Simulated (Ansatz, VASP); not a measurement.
**GaSb: VASP beside Ansatz**

One calculation is typed for both programs; each brings its own data sets and cutoff. How far apart do they land? The cell is taken from a series of VASP runs on this material, whose earlier steps may have relaxed, scaled or displaced it; both programs get it as it stands.

Program: Ansatz 0.2.0. Level of theory: plane waves, with VASP 6.6.1 beside it; zone-centre phonons at PBE. Results are calculated unless marked as measured.

## Step 1: The structure

The structure is cubic, space group F-43m (No. 216). Conventional cell: a = 6.215 Å, b = 6.215 Å, c = 6.215 Å, α = 90.00°, β = 90.00°, γ = 90.00°. Nearest to Sb lie 4 Ga at 2.69 Å. Nearest to Ga lie 4 Sb at 2.69 Å. Farther neighbours are not listed.

## Step 2: Ansatz: zone-centre phonons, PBE

Ansatz runs on its default PAW (the set named soft_2) files.

Second derivatives magnify differences that forces hide, and they need a tight electronic threshold.

input.yaml reads:

```yaml
crystal:
  lattice:
    - [0.0, 3.1074275162, 3.1074275162]
    - [3.1074275162, 0.0, 3.1074275162]
    - [3.1074275162, 3.1074275162, 0.0]
  atoms:
    - { symbol: Sb, position: [0.75, 0.75, 0.75] }
    - { symbol: Ga, position: [0.0, 0.0, 0.0] }
hamiltonian:
  xc: pbe
  pseudopotentials: { kind: paw }
kpoints:
  mp_grid: { grid: [10, 10, 10] }
scf:
  occupations: { method: methfessel_paxton, width: 0.15 }
phonons:
  method: dfpt
  qpoints: [[0, 0, 0]]
```

Command:

```bash
ansatz run input.yaml --threads 4 --pin off --max-ram 9216MiB --backend cpu --events-out ev --progress --plain --runs-dir out
```

Numbers of over 12 decimals in the logs are rounded to 6 here.

Output:

```text
zone centre: on kpoints.mp_grid the ground state, and the responses unless they are solved on pairs of k-points, stand on 102 of the mesh's 1000 k-points, reduced under 8 symmetry operations, with k and −k counted as one. Each operation leaves every solved displacement unchanged or reverses it
Engine: ansatz 0.2.0, x86_64-unknown-linux-gnu
Pseudopotentials: kind: paw
Pseudopotential: Sb, paw, valence charge 15, recommended cutoff 420 eV (normal), Sb.paw.azcp
Pseudopotential: Ga, paw, valence charge 13, recommended cutoff 420 eV (normal), Ga.paw.azcp
Functional definition: PBE
  parameter kappa = 0.804
  parameter beta = 0.066725
  exchange = pbe_x(kappa = kappa, mu = beta*pi^2/3)
  correlation = pbe_c(beta = beta)
Crystal: 2 atoms, lattice volume = 60.011 Å³
Basis set: ecut = 420 eV, 1211 PW (Γ), exchange–correlation on 60×60×60 points (8 copies of the dense FFT grid, shifted against one another)
Bands: 18, of which v1, the nominal top of the filled ones, is band 14 counted from 1 (13 counted from 0)
Symmetry: 24 space group operations
k-points: 102 of 1000 (irreducible under 8 space group operations, time reversal used)
Non-local potential: Sb, projectors of the file, l = 0: 2, l = 1: 2, l = 2: 2, l = 3: 2
Non-local potential: Ga, projectors of the file, l = 0: 2, l = 1: 2, l = 2: 3, l = 3: 1
PAW form: soft (Blöchl's): semilocal exchange-correlation on the pseudo side does not see the compensation charge
PAW one-centre angular grid: Sb, 590 points (default); XC on 64 Gauss nodes
PAW one-centre angular grid: Ga, 590 points (default); XC on 64 Gauss nodes
Initial density: superposition of atomic densities (neutral atoms: chi_scale 0, normalization atom), corrected by the library's trained network
Initial wavefunctions: pseudopotential atomic-orbital guess
Functional: x = pbe(κ = 0.804, μ = 0.219515), c = pbe(β = 0.066725)
SCF iter   1: F=—  HF=-10267.839847 eV  |F-HF|=—  |Δ(HF+E_count)|=         —  Δρ=1.34e-3  dr2=1.96e-3  ethr=1.77e-3  ⟨swp⟩=5.3  Hψ=9015  notcnv=0
preconditioner: auto → none  [insulator: Δε(μ)=0.159 eV  Ē_g=14.387 eV  σ=0.150 eV  W_gap=0.59  n_scr=14 (ndim 8)  ℏωp=20.3 eV  f_vac=0.105  D(μ)=0.07/eV (n_scr^D=0)  ε∞_Penn≈3.0]
SCF iter   2: F=—  HF=-10267.838434 eV  |F-HF|=—  |Δ(HF+E_count)|=   1.41e-3  S|Δr|=    0.00e0  Δρ=6.25e-4  dr2=2.79e-4  ethr=6.99e-6  ⟨swp⟩=2.0  Hψ=3587  notcnv=0
SCF iter   3: F=—  HF=-10267.838444 eV  |F-HF|=—  |Δ(HF+E_count)|=   9.55e-6  S|Δr|=    0.00e0  Δρ=2.79e-4  dr2=4.58e-5  ethr=9.98e-7  ⟨swp⟩=2.0  Hψ=2755  notcnv=0
SCF iter   4: F=—  HF=-10267.838462 eV  |F-HF|=—  |Δ(HF+E_count)|=   1.85e-5  S|Δr|=    0.00e0  Δρ=8.62e-5  dr2=3.25e-6  ethr=1.64e-7  ⟨swp⟩=2.0  Hψ=2755  notcnv=0
SCF iter   5: F=—  HF=-10267.838469 eV  |F-HF|=—  |Δ(HF+E_count)|=   6.58e-6  S|Δr|=    0.00e0  Δρ=4.31e-5  dr2=6.95e-7  ethr=1.16e-8  ⟨swp⟩=2.0  Hψ=3267  notcnv=0
SCF iter   6: F=—  HF=-10267.838470 eV  |F-HF|=—  |Δ(HF+E_count)|=   1.08e-6  S|Δr|=    0.00e0  Δρ=1.36e-5  dr2=4.90e-8  ethr=2.48e-9  ⟨swp⟩=2.0  Hψ=3265  notcnv=0
SCF iter   7: F=—  HF=-10267.838470 eV  |F-HF|=—  |Δ(HF+E_count)|=   4.62e-8  S|Δr|=    0.00e0  Δρ=7.27e-7  dr2=1.80e-10  ethr=1.75e-10  ⟨swp⟩=2.0  Hψ=2757  notcnv=0
SCF iter   8: F=—  HF=-10267.838470 eV  |F-HF|=—  |Δ(HF+E_count)|=  5.55e-10  S|Δr|=    0.00e0  Δρ=2.17e-7  dr2=1.35e-11  ethr=1.00e-12  ⟨swp⟩=2.0  Hψ=3267  notcnv=0
SCF iter   9: F=-10267.838470 eV  HF=-10267.838470 eV  |F-HF|=1.82e-12  |Δ(HF+E_count)|=  2.55e-11  S|Δr|=    0.00e0  Δρ=1.10e-7  dr2=3.68e-12  ethr=1.00e-12  ⟨swp⟩=6.0  Hψ=8155  notcnv=0
SCF 1 converged in 9 iterations: F = -10267.838470 eV  dr2 = 3.68e-12
  greatest PAW one-centre occupation: 0.995 electrons in one spin orbital (limit 2), on the Sb atom at site 0 (counted from 0), in its partial waves of l = 2
DFPT response loops at Γ: preconditioner auto → Kerker (q_TF=auto, 2.403 Å⁻¹) (partly filled bands, converged f_vac=0.096); β = 1.00, the filter's whole step (`scf.mixing.beta` (0.50) is not read by the response loops under this deck's `scf.mixing.preconditioner`; to damp them name `kerker` or `kerker_dos`, under which they read `scf.mixing.beta`, and type it under 1.00, their step now; both keys bind the ground state too); Broyden in place of MSR1
SCF converged after 9 iterations
Stability not checked: this state was not tested for a lower state beside it, because cold or Methfessel-Paxton smearing, or corrected tetrahedra, fill the levels in a way that the test cannot read (fill_not_monotonic; see scf.lower_state_search)
Free energy (F): -10267.838470 eV
Harris-Foulkes:  -10267.838470 eV  (|F-HF|=1.82e-12)
Internal energy: -10267.838816 eV  (E = F + TS)
E sigma→0 (E₀):  -10267.838556 eV
Entropy (-TS):   0.000346 eV (0.173 meV/atom)
Fermi energy:    7.097513 eV
Step filling:    the computed levels leave a gap of 0.0000 eV = 0.0 smearing widths at the electron count; against every level under it full and every level over it empty, smearing changes F+E_penalty+E_count by +0.082 meV and its σ→0 estimate by -4.81e-3 meV
--- Per-component energies (eV) ---
  E_band       = -275.024852
  E_kinetic    = 321.977405
  E_local      = -3976.470508  (includes V_loc(G=0)·N_el)
  E_nonlocal   = 786.981992
  E_hartree    = 1826.251634
  E_xc         = -206.845224
  E_vxc        = -153.302958  (∫ρ·V_xc dr)
  E_paw        = -6564.681189  (= ΣΔE_a)
  E_vpaw       = -906.713784  (= ΣTr[D̂ρ^β])
  E_aug_tail   = -0.000121  (compensation charges beyond the density's cutoff)
  E_ewald      = -2455.052806
  E_smearing   = 0.000346  (= −TS)
  E_closure    = -0.000000  (closes the sum)
  Σ components = -10267.838470   (vs F -10267.838470, Δ=0.00e0)
--- Band table (eV; the first three rows and the last of 102) ---
  k-point 0: bands = [... 10 lower, -4.0498, 6.8160, 7.1100, 7.1100, 7.1100, 9.9082, 9.9082, 9.9082]
  k-point 1: bands = [... 10 lower, -3.9529, 5.4522, 6.9526, 6.9526, 7.9059, 10.1283, 10.1283, 10.2408]
  k-point 2: bands = [... 10 lower, -3.6716, 3.8944, 6.6243, 6.6243, 7.9284, 10.5607, 10.5607, 11.3841]
  k-point 101: bands = [... 10 lower, -1.7548, 0.6264, 4.0376, 4.2356, 10.1320, 10.5071, 12.4123, 12.4453]
--- Phonons (Γ-DFPT): 2 representative perturbations + reference, on 102 of 1000 k-points (Σ response iterations 6) ---
  k mesh reduced under 8 symmetry operations, with k and −k counted as one. Each operation leaves every solved displacement unchanged or reverses it
  ASR residual: 2.484e-5 → 0.000e0 eV/Å²; symmetrization residual: 1.288e-5 eV/Å²
  ASR residual per site (eV/Å²): 3.74e-6 2.48e-5
  Γ frequencies (cm⁻¹): 0.00 0.00 0.00 206.48 206.48 206.48
  non-analytic LO–TO correction: not included (Born effective charges unavailable; polar crystals: no LO–TO splitting at Γ)
--- Phonons (arbitrary-q DFPT): 1 explicit q-point ---
  q = [0, 0, 0] (of the zone-centre solve; hermiticity 3.71e-6, symmetrization 3.47e-13): 0.00 0.00 0.00 206.48 206.48 206.48
  sum rule: each row above includes the acoustic sum rule's correction from the zone centre's row sums; it moved no ω² by more than (0.31 cm⁻¹)²
```

Elapsed: 6.9 s, on 4 threads of Intel Xeon Platinum 8488C (Sapphire Rapids), shared host; peak memory 0.71 GiB; 25 s of CPU time.

## Step 3: VASP: zone-centre phonons, PBE

The same cell, functional, mesh and smearing now go to VASP, with its own data sets and cutoff.

Lines of VASP's logs that name or quote its potential files are left out, and so is its time.

INCAR reads:

```
SYSTEM = GaSb
PREC = Accurate
ENCUT = 450
EDIFF = 1E-08
NELM = 100
ISMEAR = 1
SIGMA = 0.15
LREAL = .FALSE.
ALGO = Normal
GGA = PE
NBANDS = 15
LORBIT = 11
LWAVE = .FALSE.
LCHARG = .FALSE.
KPAR = 2
IBRION = 8
ISIF = 2
```

POSCAR reads:

```
GaSb
1.0
    0.0000000000      3.1074275162      3.1074275162
    3.1074275162      0.0000000000      3.1074275162
    3.1074275162      3.1074275162      0.0000000000
Sb Ga
1 1
Direct
    0.7500000000      0.7500000000      0.7500000000
    0.0000000000      0.0000000000      0.0000000000
```

KPOINTS reads:

```
Automatic mesh
0
Gamma
10 10 10
0 0 0
```

PAW data sets: Sb and Ga_d (PBE family, release 64).

Command:

```bash
mpirun -np 2 vasp_std
```

Output:

```text
[banner, memory and clock lines left out]
running    2 mpi-ranks, on    1 nodes
 distrk:  each k-point on    1 cores,    2 groups
 distr:  one band on    1 cores,    1 groups

 POSCAR found type information on POSCAR SbGa
 POSCAR found :  2 types and       2 ions
 LDA part: xc-table for (Slater+PW92), standard interpolation
 POSCAR, INCAR and KPOINTS ok, starting setup
 FFT: planning ... GRIDC
 FFT: planning ... GRID_SOFT
 FFT: planning ... GRID
 WAVECAR not read
 entering main loop
       N       E                     dE             d eps       ncg     rms          rms(c)
DAV:   1     0.760399666533E+02    0.76040E+02   -0.80589E+03  1426   0.133E+03
DAV:   2    -0.162232109037E+01   -0.77662E+02   -0.75240E+02  1571   0.280E+02
DAV:   3    -0.731723752405E+01   -0.56949E+01   -0.56793E+01  1704   0.646E+01
DAV:   4    -0.741609496627E+01   -0.98857E-01   -0.98827E-01  1734   0.958E+00
DAV:   5    -0.741874220524E+01   -0.26472E-02   -0.26472E-02  1861   0.136E+00    0.300E+00
DAV:   6    -0.737832350457E+01    0.40419E-01   -0.64231E-02  2035   0.395E+00    0.179E+00
DAV:   7    -0.736775821285E+01    0.10565E-01   -0.35062E-02  1648   0.158E+00    0.339E-01
DAV:   8    -0.736870276703E+01   -0.94455E-03   -0.43429E-03  1847   0.783E-01    0.691E-02
DAV:   9    -0.736918029406E+01   -0.47753E-03   -0.64186E-04  1571   0.213E-01    0.304E-02
DAV:  10    -0.736923005872E+01   -0.49765E-04   -0.52978E-05  1718   0.435E-02    0.840E-03
DAV:  11    -0.736924516849E+01   -0.15110E-04   -0.22176E-05  1557   0.334E-02    0.494E-03
DAV:  12    -0.736924622576E+01   -0.10573E-05   -0.16616E-06  1858   0.822E-03    0.969E-04
DAV:  13    -0.736924605445E+01    0.17131E-06   -0.66159E-08  1622   0.280E-03    0.177E-04
DAV:  14    -0.736924609672E+01   -0.42265E-07   -0.13948E-08  1655   0.835E-04    0.892E-05
DAV:  15    -0.736924610071E+01   -0.39909E-08   -0.58003E-10  1209   0.179E-04
   1 F= -.73692461E+01 E0= -.73693631E+01  d E =0.350916E-03
 Linear response reoptimize wavefunctions to high precision
DAV:   1    -0.736924610086E+01   -0.15280E-09   -0.94790E-11  1335   0.876E-05
DAV:   2    -0.736924610086E+01    0.18190E-11   -0.23424E-11   894   0.450E-05
 Linear response DOF=           2
 Linear response progress:
  Degree of freedom:   1/  2
       N       E                     dE             d eps       ncg     rms          rms(c)
RMM:   1    -0.278539885680E-01   -0.27854E-01    0.13023E-02 10251   0.127E+00
RMM:   2    -0.256739145867E-01    0.21801E-02   -0.31173E-03  9423   0.337E-01    0.629E-02
RMM:   3    -0.256254461723E-01    0.48468E-04   -0.18789E-04 10400   0.912E-02    0.351E-02
RMM:   4    -0.256785563775E-01   -0.53110E-04   -0.43672E-05 10347   0.423E-02    0.443E-03
RMM:   5    -0.256898354563E-01   -0.11279E-04   -0.51369E-06 10768   0.139E-02    0.282E-03
RMM:   6    -0.256849600847E-01    0.48754E-05   -0.14025E-07  9980   0.478E-03    0.581E-04
RMM:   7    -0.256840830116E-01    0.87707E-06   -0.38958E-09 10598   0.154E-03    0.171E-04
RMM:   8    -0.256836293684E-01    0.45364E-06   -0.66999E-08 10177   0.576E-04    0.433E-05
RMM:   9    -0.256837389891E-01   -0.10962E-06   -0.13226E-08 10246   0.210E-04    0.174E-05
RMM:  10    -0.256837991702E-01   -0.60181E-07   -0.65634E-09 10231   0.836E-05    0.293E-06
RMM:  11    -0.256837923318E-01    0.68384E-08   -0.19795E-09 10734   0.330E-05    0.436E-06
 first order change of Fermi-energy   0.24853E-03
 force on displaced ion       1 direction 1 :  -7.054   0.000   0.000
 Linear response progress:
  Degree of freedom:   2/  2
       N       E                     dE             d eps       ncg     rms          rms(c)
RMM:   1    -0.165399462395E+00   -0.16540E+00    0.59366E-02  6388   0.787E+00
RMM:   2    -0.164605063522E+00    0.79440E-03   -0.27515E-02  9500   0.130E+00    0.378E-02
RMM:   3    -0.164557078272E+00    0.47985E-04   -0.32706E-03  9931   0.407E-01    0.250E-02
RMM:   4    -0.164414836484E+00    0.14224E-03   -0.13073E-03 10755   0.187E-01    0.118E-02
RMM:   5    -0.164398792725E+00    0.16044E-04   -0.48051E-05 10481   0.522E-02    0.405E-03
RMM:   6    -0.164405163411E+00   -0.63707E-05   -0.19705E-05 10666   0.231E-02    0.480E-04
RMM:   7    -0.164403416859E+00    0.17466E-05    0.59935E-06 10351   0.995E-03    0.329E-04
RMM:   8    -0.164406636977E+00   -0.32201E-05   -0.79781E-07 10573   0.463E-03    0.135E-04
RMM:   9    -0.164408525492E+00   -0.18885E-05   -0.12251E-06 10501   0.220E-03    0.544E-05
RMM:  10    -0.164409224134E+00   -0.69864E-06   -0.94203E-07 10459   0.109E-03    0.178E-05
RMM:  11    -0.164408845892E+00    0.37824E-06    0.35599E-07 10595   0.561E-04    0.284E-05
RMM:  12    -0.164409118188E+00   -0.27230E-06   -0.21538E-07 10657   0.289E-04    0.686E-06
RMM:  13    -0.164409149956E+00   -0.31768E-07    0.63192E-08 10624   0.158E-04    0.449E-06
RMM:  14    -0.164409198225E+00   -0.48269E-07   -0.87752E-08 10856   0.949E-05    0.203E-06
RMM:  15    -0.164409214366E+00   -0.16141E-07   -0.40686E-08 10892   0.629E-05    0.335E-07
RMM:  16    -0.164409205031E+00    0.93342E-08    0.14496E-08 10745   0.465E-05    0.916E-07
 first order change of Fermi-energy   0.52318E-05
 force on displaced ion       2 direction 1 :  -7.078  -0.000  -0.000
 Linear response finished
```

OUTCAR, selected parts (step 3):

```text
ion  position               nearest neighbor table
   1  0.750  0.750  0.750-   2 2.69   2 2.69   2 2.69   2 2.69
   2  0.000  0.000  0.000-   1 2.69   1 2.69   1 2.69   1 2.69

  LATTYP: Found a face centered cubic cell.
 ALAT       =     6.2148550324

 Subroutine GETGRP returns: Found 24 space group operations
 (whereof 24 operations were pure point group operations)

The static configuration has the point symmetry T_d .

 Found     47 irreducible k-points:

   k-points           NKPTS =     47   k-points in BZ     NKDIM =     47   number of bands    NBANDS=     15

   dimension x,y,z NGX =    30 NGY =   30 NGZ =   30
   dimension x,y,z NGXF=    60 NGYF=   60 NGZF=   60

   ENCUT  =  450.0 eV  33.07 Ry    5.75 a.u.   7.60  7.60  7.60*2*pi/ulx,y,z

   NELECT =      18.0000    total number of electrons

 k-points in reciprocal lattice and weights: Automatic mesh
   0.00000000  0.00000000  0.00000000       0.001
   0.10000000  0.00000000  0.00000000       0.008
   0.20000000  0.00000000  0.00000000       0.008
   0.30000000  0.00000000  0.00000000       0.008
   0.40000000  0.00000000  0.00000000       0.008
   0.50000000  0.00000000  0.00000000       0.004
   0.10000000  0.10000000  0.00000000       0.006
   0.20000000  0.10000000  0.00000000       0.024
   0.30000000  0.10000000  0.00000000       0.024
[...]
-0.30000000  0.40000000  0.20000000       0.024
  -0.30000000  0.50000000  0.20000000       0.012

 average (electrostatic) potential at core
       1 -88.0855       2 -66.1020

  Total       -0.0015486     -0.0015486     -0.0015486      0.0000000      0.0000000     -0.0000000
  in kB       -0.0413443     -0.0413443     -0.0413443      0.0000000      0.0000000     -0.0000000
  external PRESSURE =      -0.0413443 kB  Pullay stress =       0.0000000 kB

  energy-cutoff  :      450.00
  volume of cell :       60.01
      direct lattice vectors                 reciprocal lattice vectors
     0.000000000  3.107427516  3.107427516    -0.160904799  0.160904799  0.160904799
     3.107427516  0.000000000  3.107427516     0.160904799 -0.160904799  0.160904799
     3.107427516  3.107427516  0.000000000     0.160904799  0.160904799 -0.160904799

 POSITION                                       TOTAL-FORCE (eV/Angst)
 -----------------------------------------------------------------------------------
      4.66114      4.66114      4.66114        -0.000000     -0.000000     -0.000000
      0.00000      0.00000      0.00000         0.000000      0.000000      0.000000
 -----------------------------------------------------------------------------------
    total drift:                               -0.000002     -0.000002     -0.000001

 Eigenvectors and eigenvalues of the dynamical matrix
 ----------------------------------------------------

   1 f  =    6.242730 THz    39.224231 2PiTHz  208.235069 cm-1    25.817846 meV
             X         Y         Z           dx          dy          dz
      4.661141  4.661141  4.661141     0.122124    0.590301    0.000000
      0.000000  0.000000  0.000000    -0.161648   -0.781345    0.000000

   2 f  =    6.242730 THz    39.224231 2PiTHz  208.235069 cm-1    25.817846 meV
             X         Y         Z           dx          dy          dz
      4.661141  4.661141  4.661141     0.000000    0.000000   -0.602801
      0.000000  0.000000  0.000000     0.000000    0.000000    0.797892

   3 f  =    6.242730 THz    39.224231 2PiTHz  208.235069 cm-1    25.817846 meV
             X         Y         Z           dx          dy          dz
      4.661141  4.661141  4.661141     0.590301   -0.122124    0.000000
      0.000000  0.000000  0.000000    -0.781345    0.161648    0.000000

   4 f/i=    0.005003 THz     0.031432 2PiTHz    0.166867 cm-1     0.020689 meV
             X         Y         Z           dx          dy          dz
      4.661141  4.661141  4.661141    -0.082709   -0.793593    0.000000
      0.000000  0.000000  0.000000    -0.062486   -0.599554    0.000000

   5 f/i=    0.005003 THz     0.031432 2PiTHz    0.166867 cm-1     0.020689 meV
             X         Y         Z           dx          dy          dz
      4.661141  4.661141  4.661141     0.000000    0.000000    0.797892
      0.000000  0.000000  0.000000     0.000000    0.000000    0.602801

   6 f/i=    0.005003 THz     0.031432 2PiTHz    0.166867 cm-1     0.020689 meV
             X         Y         Z           dx          dy          dz
      4.661141  4.661141  4.661141     0.793593   -0.082709    0.000000
      0.000000  0.000000  0.000000     0.599554   -0.062486    0.000000

 ELASTIC MODULI CONTR FROM IONIC RELAXATION (kBar)
 Direction    XX          YY          ZZ          XY          YZ          ZX
 --------------------------------------------------------------------------------
 XX          -0.0000      0.0000      0.0000     -0.0000      0.0000      0.0000
 YY           0.0000     -0.0000      0.0000     -0.0000     -0.0000     -0.0000
 ZZ           0.0000      0.0000     -0.0000      0.0000     -0.0000      0.0000
 XY          -0.0000     -0.0000      0.0000   -132.6151      0.0000      0.0000
 YZ           0.0000     -0.0000     -0.0000      0.0000   -132.6151      0.0000
 ZX           0.0000     -0.0000      0.0000      0.0000      0.0000   -132.6151
 --------------------------------------------------------------------------------
```

Energies printed during the response cycles are not total energies of the cell.

## Step 4: Comparison

Known differences besides the potentials themselves: the data sets hold 28 valence electrons in Ansatz (default PAW (the set named soft_2) files) and 18 in VASP; the cutoff is 420 eV in Ansatz and 450 eV in VASP; VASP leaves aspherical gradient terms in its spheres out (LASPH is not set), Ansatz keeps them. Total energies have different zeros and are not compared.

Both answers:

```
                  quantity  Ansatz   VASP  difference
optical mode 1 to 3 (cm⁻¹)   206.5  208.2     -0.84 %
```

Modes are paired by rising frequency and degeneracy, not by their patterns, so a pair may still set unlike modes beside each other.

## Step 5: Summary of results

```yaml
r_m_s_difference_of_the_optical_zone_centre_modes_each_program_s_sorted_by_frequency_zone_centre_phonons_pbe: 1.8 cm⁻¹
difference_in_optical_mode_1_to_3_zone_centre_phonons_pbe: -0.8 %
```

What this shows: The r.m.s. difference of the optical zone-centre modes, each program's sorted by frequency is 1.8 cm⁻¹ (zone-centre phonons, PBE). Among the rows given in per cent, the largest difference of the zone-centre phonons, PBE pair is in optical mode 1 to 3, -0.8 %. Such differences can come from data sets, numerical settings and the points named under the comparisons, not from the functional's error against experiment.

[Lines on the potential files, build, host, timing and source positions are cut from VASP's logs without a mark.]

[Logs are printed without paths, hosts, clocks, repeated set-up lines and the standing remarks that a program may print on its own settings, such as how far it seeks lower states.]

[Hosts, paths, dates, database ids (printed as entryN), source tags and the programs' standing remarks are cut or masked in the printed files.]
